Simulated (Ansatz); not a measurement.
# TaN: how the settings move a single-point run

How sensitive is a single-point run of TaN to its settings? A reference run comes first, then one run with altered input.

Method: reference: DFT, PBE, PAW with Ansatz's default frozen-core files, scalar-relativistic, in Ansatz 0.2.0.

1 further run of the same task is left out (it didn't finish). Runs told in other sessions of the task aren't counted.

### 1 The system as given

It takes space group Cm (No. 8, monoclinic). The conventional cell has a = 5.283 Å, b = 3.050 Å, c = 4.940 Å, α = 90.00°, β = 90.00°, γ = 90.00°. Ta (site symmetry m) is surrounded by 1 N at 1.15 Å. Ta (site symmetry m) has 4 N at 1.85 to 2.04 Å in its first shell of neighbours. N (site symmetry m) has 4 Ta at 1.85 to 2.04 Å in its first shell of neighbours. N (site symmetry m) is surrounded by 1 Ta at 1.15 Å.

Structure file:

```cif
data_structure
_symmetry_space_group_name_H-M 'P 1'
_symmetry_Int_Tables_number 1
_cell_length_a 3.0500
_cell_length_b 3.0500
_cell_length_c 4.9400
_cell_angle_alpha 90.000
_cell_angle_beta 90.000
_cell_angle_gamma 120.000
_cell_volume 39.80
loop_
_atom_site_label
_atom_site_type_symbol
_atom_site_fract_x
_atom_site_fract_y
_atom_site_fract_z
_atom_site_occupancy
Ta1 Ta 0.20667 0.60333 0.97815 1
Ta2 Ta 0.66667 0.33333 0.50000 1
N1 N 0.33333 0.66667 0.38500 1
N2 N 0.79333 0.39667 0.90685 1
```

### 2 Reference

input.yaml

```yaml
crystal:
  lattice:
    - [3.05, 0.0, 0.0]
    - [-1.525, 2.6413774815, 0.0]
    - [0.0, 0.0, 4.94]
  atoms:
    - { symbol: Ta, position: [0.2066666666, 0.6033333334, -0.02185] }
    - { symbol: Ta, position: [0.6666666667, 0.3333333333, 0.5] }
    - { symbol: "N", position: [0.3333333333, 0.6666666667, 0.385] }
    - { symbol: "N", position: [0.7933333334, 0.3966666666, 0.90685] }
kpoints:
  mp_grid: { grid: [7, 7, 4] }
scf:
  occupations: { method: fermi_dirac, width: 0.03 }
hamiltonian:
  xc: pbe
  pseudopotentials: { kind: paw }
output:
  forces: true
  stress: true
  eigenvalues: true
  populations: true
```

Command:

```bash
ansatz run input.yaml --threads 1 --pin off --max-ram 3072MiB --backend cpu --events-out ev --progress --plain --runs-dir out
```

### 3 Variant: scf.algorithm density_mixing, chi_scale 0.3, ecutrho_ratio 9

input.yaml, as its differences from that of step 2:

```diff
@@ -14,2 +14,4 @@
   occupations: { method: fermi_dirac, width: 0.03 }
+  algorithm: density_mixing
+  initial_density: { chi_scale: 0.3 }
 hamiltonian:
@@ -22 +24,3 @@
   populations: true
+basis:
+  ecutrho_ratio: 9
```

**Question.** What will these runs give? Wanted: for each run, ending; energy change; pressure; gap; force.

As calculated:

```tsv
run	ending	energy change	pressure (GPa)	gap (eV)	force (eV/Å)	cycles	time
reference	converged	0	312.8	0.00	137.83	8	3.5 s
1: scf.algorithm density_mixing, chi_scale 0.3, ecutrho_ratio 9	converged	0.0 meV/atom	312.8	0.00	137.83	9	4.3 s
```

Residual by cycle in the longest SCF loop of each run; runs are numbered as in the table. The quantity is the density residual dr2, in eV.

```tsv
cycle	reference	run 1
1	2.08	12
2	0.286	2.03
3	0.132	0.253
4	0.00448	0.0229
5	1.2e-4	0.00302
6	5.8e-6	1.6e-4
7	2.0e-7	7.4e-6
8	9.5e-9	8.1e-7
9	-	6.4e-8
```

Changing the solver, start and numerical grids leaves the energy as it was (0.0 meV/atom). The structure is not at rest: the sound run finds 313 GPa, so these are no properties of the relaxed crystal. 

At pressures up to 313 GPa the PAW spheres may overlap and frozen cores may not hold, so those PAW values are rough without an all-electron check.
